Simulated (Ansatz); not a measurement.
Put HfN in Pm-3m (No. 221): Hf on 1a; N on 1b.

Theory: DFT PBE, scalar-relativistic, plane waves, PAW (Ansatz). Cutoff 420 eV, Γ-centred mesh, Gaussian smearing, no spin polarisation.

Formation energies are uncorrected and refer to the elements' standard structures at the same level (N₂ as a molecule).

Q: Give the relaxed lattice parameters and positions.

A:

Space group Pm-3m (No. 221). a = 2.825 Å, b = 2.825 Å, c = 2.825 Å, α = 90.00°, β = 90.00°, γ = 90.00°
```csv
atom,site,symmetry,x,y,z
Hf,1a,m-3m,0.0000,0.0000,0.0000
N,1b,m-3m,0.5000,0.5000,0.5000
```

It has the caesium chloride type. Hf has 8 N at 2.45 Å and 6 Hf at 2.83 Å; N has 8 Hf at 2.45 Å and 6 N at 2.83 Å.

Q: Where does its energy lie, and is it a metal?

A: The energy over the elements is −0.67 eV/atom and the gap on the 20×20×20 mesh of the 2-atom cell is 0 eV (a metal).

The last run used Gaussian smearing of 0.10 eV. These runs have no spin–orbit coupling, which can matter for Hf. The cell is a metal run without spin; a magnetic state may lie lower. Symmetry constrained the relaxation, so the result can be a saddle point. Another cell of HfN relaxed alike, in Fm-3m (a cell as deposited in COD), lies 0.99 eV/atom lower, so this cell isn't the stable form at this level.
